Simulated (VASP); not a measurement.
P:

```xyz
2
Lattice="1.7257 0.9963 3.1297 -1.7257 0.9963 3.1297 0.0000 -1.9927 3.1297" Properties=species:S:1:pos:R:3 pbc="T T T"
P     0.0000    0.0000    2.1321
P     0.0000    0.0000    7.2570
```

This isn't the form of P at room conditions, which is orthorhombic.

- Program: VASP 6.6.1
- Task: relaxation of cell and atoms
- Functional: PBE
- Dispersion: D3(BJ)
- Potentials or basis: VASP PAW PBE potentials, release 64 (P)
- Cutoff: 600 eV
- k mesh: 8 × 8 × 8
- Occupations: gaussian, width 0.05 eV
- Spin: no spin polarisation

At the start: pressure -2.7 GPa; volume 16.14 Å³/atom.

Question: How do energy, volume and symmetry change on relaxing?

Answer: Over 12 steps the energy falls by 18.9 meV/atom and the volume is 14.87 Å³/atom (-7.9 %); space group R-3m (No. 166, to 0.05 Å).

Step by step:
```tsv
step	energy change (eV)	largest force (eV/Å)	pressure (GPa)	volume (Å³)
1	0.0000	0.1162	-2.69	32.29
2	-0.0135	0.3554	-0.11	31.04
3	-0.0148	0.4404	0.71	30.63
4	-0.0255	0.3177	0.97	30.17
5	-0.0339	0.1311	1.77	29.40
6	-0.0372	0.0118	-0.56	29.93
7	-0.0373	0.0127	-0.17	29.84
8	-0.0373	0.0104	-0.18	29.85
9	-0.0376	0.0198	-0.14	29.81
10	-0.0378	0.0322	-0.05	29.77
11	-0.0378	0.0359	-0.02	29.75
12	-0.0379	0.0090	-0.06	29.73
```

Final structure:
```cif
data_structure
_symmetry_space_group_name_H-M 'P 1'
_symmetry_Int_Tables_number 1
_cell_length_a 3.5549
_cell_length_b 3.5549
_cell_length_c 3.5549
_cell_angle_alpha 57.222
_cell_angle_beta 57.222
_cell_angle_gamma 57.222
_cell_volume 29.73
loop_
_atom_site_label
_atom_site_type_symbol
_atom_site_fract_x
_atom_site_fract_y
_atom_site_fract_z
_atom_site_occupancy
P1 P 0.23337 0.23337 0.23337 1
P2 P 0.76663 0.76663 0.76663 1
```

Caveat: pairwise dispersion overbinds metals, which lowers pressure and volume.
